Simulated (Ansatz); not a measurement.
# TiTe2: equation of state with LDA

Crystal: TiTe2.

```
CELL_PARAMETERS angstrom
3.77700 0.00000 0.00000
-1.88850 3.27098 0.00000
0.00000 0.00000 6.49800
ATOMIC_POSITIONS crystal
Te 0.33333 0.66667 0.73720
Te 0.66667 0.33333 0.26280
Ti 0.00000 0.00000 0.00000
```

```yaml
Program: Ansatz 0.2.0
Task: equation of state
Functional: LDA
Potentials_or_basis: all-electron LAPW, scalar-relativistic
Basis_error_allowed: 0.002 eV/atom
k_mesh: 8 × 8 × 4
Occupations: fermi-dirac, width 0.05 eV
Spin: no spin polarisation
```

```
Equilibrium volume                        : 25.13 Å³/atom (rough: see the caveat)
Bulk modulus at fixed shape and positions : 74 GPa (rough)
```

Energy against volume, from the lowest point:
| volume (Å³/atom) | energy (meV/atom) |
| --- | --- |
| 25.154 | 0.00 |
| 25.689 | 2.76 |
| 26.225 | 10.24 |
| 26.760 | 21.96 |
| 27.295 | 37.46 |
| 27.830 | 56.30 |
| 28.365 | 78.25 |

All runs of the series together: 49 s on 2 threads of Arm Neoverse V2, on a shared host.

Caveat: the minimum lies outside the volumes run; the cell was scaled at fixed shape and fractional positions, which overstates the stiffness of a crystal with free parameters, most of all of layers and chains. Spin-orbit coupling is left out, which matters for the levels of Te.
